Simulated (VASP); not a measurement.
Crystal: KCl.

```
K Cl
1.0
     3.63400    0.00000    0.00000
     0.00000    3.63400    0.00000
     0.00000    0.00000    3.63400
K Cl
1 1
Direct
  0.00000 0.00000 0.00000
  0.50000 0.50000 0.50000
```

Measurements of this composition are mostly on another form, of space group No. 225.

- Program: VASP 6.6.1
- Task: relaxation of cell and atoms
- Functional: PBE
- Dispersion: D3(BJ)
- Potentials or basis: VASP PAW PBE potentials, release 64 (K_sv, Cl)
- Cutoff: 600 eV
- k mesh: 8 × 8 × 8
- Occupations: gaussian, width 0.03 eV
- Spin: no spin polarisation

At the start: pressure 2.9 GPa; volume 24.00 Å³/atom.

**Question.** Where does the relaxation end?

**Answer.** Over 4 steps the energy falls by 21.1 meV/atom and the volume is 26.57 Å³/atom (+10.7 %); space group Pm-3m (No. 221, to 0.05 Å).

Step by step:
| step | energy change (eV) | largest force (eV/Å) | pressure (GPa) | volume (Å³) |
| --- | --- | --- | --- | --- |
| 1 | 0.0000 | 0.0000 | 2.91 | 47.99 |
| 2 | -0.0363 | 0.0000 | 0.96 | 51.08 |
| 3 | -0.0420 | 0.0000 | -0.14 | 53.44 |
| 4 | -0.0422 | 0.0000 | -0.01 | 53.13 |

Final structure:
```
CELL_PARAMETERS angstrom
3.75942 0.00000 0.00000
0.00000 3.75942 0.00000
0.00000 0.00000 3.75942
ATOMIC_POSITIONS crystal
K 0.00000 0.00000 0.00000
Cl 0.50000 0.50000 0.50000
```

Caveat: the volume moved by +11 % from the deposited cell, more than functionals usually miss.
